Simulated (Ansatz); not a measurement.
## ZrO2, one cell by several methods

```
CELL_PARAMETERS angstrom
3.59610 0.00000 0.00000
0.00000 3.59610 0.00000
0.00000 0.00000 5.17700
ATOMIC_POSITIONS crystal
Zr 0.00000 0.00000 0.00000
Zr 0.50000 0.50000 0.50000
O 0.00000 0.50000 0.20300
O 0.00000 0.50000 0.70300
O 0.50000 0.00000 0.29700
O 0.50000 0.00000 0.79700
```

Atoms are numbered in the order listed.

The conventional cell has a = 3.596 Å, b = 3.596 Å, c = 5.177 Å, α = 90.00°, β = 90.00°, γ = 90.00°. Around Zr (atom 1) lie 8 O at 2.08 to 2.37 Å. O (atom 3) has 4 Zr at 2.08 to 2.37 Å as nearest neighbours.

The geometry is COD entry 2300612, unchecked; take it as a test cell.

Methods: DFT, PBE, PAW with Ansatz's default frozen-core files, scalar-relativistic (Ansatz 0.2.0); DFT, PBE, all-electron LAPW, scalar-relativistic (Ansatz 0.2.0).

For PAW: a Γ-centred 6×6×4 k mesh, Fermi–Dirac smearing of 0.01 eV, cutoff 420 eV, no spin polarisation. LAPW targets a basis error of 0.5 meV/atom. The Ansatz runs share mesh, smearing and spin set-up. Plane-wave (PAW) pressures include the program's estimate of the Pulay term.

Stress and pressure are positive in compression.

Levels count from the top of the valence band.

PAW results:

| quantity | PAW |
| --- | --- |
| pressure (GPa) | 5.27 |
| stress xx (GPa) | 4.96 |
| stress zz (GPa) | 5.90 |
| force on O3, z (eV/Å) | -0.041 |
| band gap (eV) | 4.012 |
| highest filled level at X (eV) | -0.115 |
| lowest empty level at X (eV) | 4.433 |
| highest filled level at R (eV) | -0.907 |
| lowest empty level at R (eV) | 4.555 |
| highest filled level at Γ (eV) | -0.118 |
| lowest empty level at Γ (eV) | 4.012 |

(1) What does all-electron LAPW give for the same quantities?

Answers

(1) 
| quantity | LAPW |
| --- | --- |
| pressure (GPa) | 5.24 |
| stress xx (GPa) | 4.92 |
| stress zz (GPa) | 5.88 |
| force on O3, z (eV/Å) | -0.044 |
| band gap (eV) | 4.010 |
| highest filled level at X (eV) | -0.116 |
| lowest empty level at X (eV) | 4.434 |
| highest filled level at R (eV) | -0.907 |
| lowest empty level at R (eV) | 4.556 |
| highest filled level at Γ (eV) | -0.118 |
| lowest empty level at Γ (eV) | 4.010 |
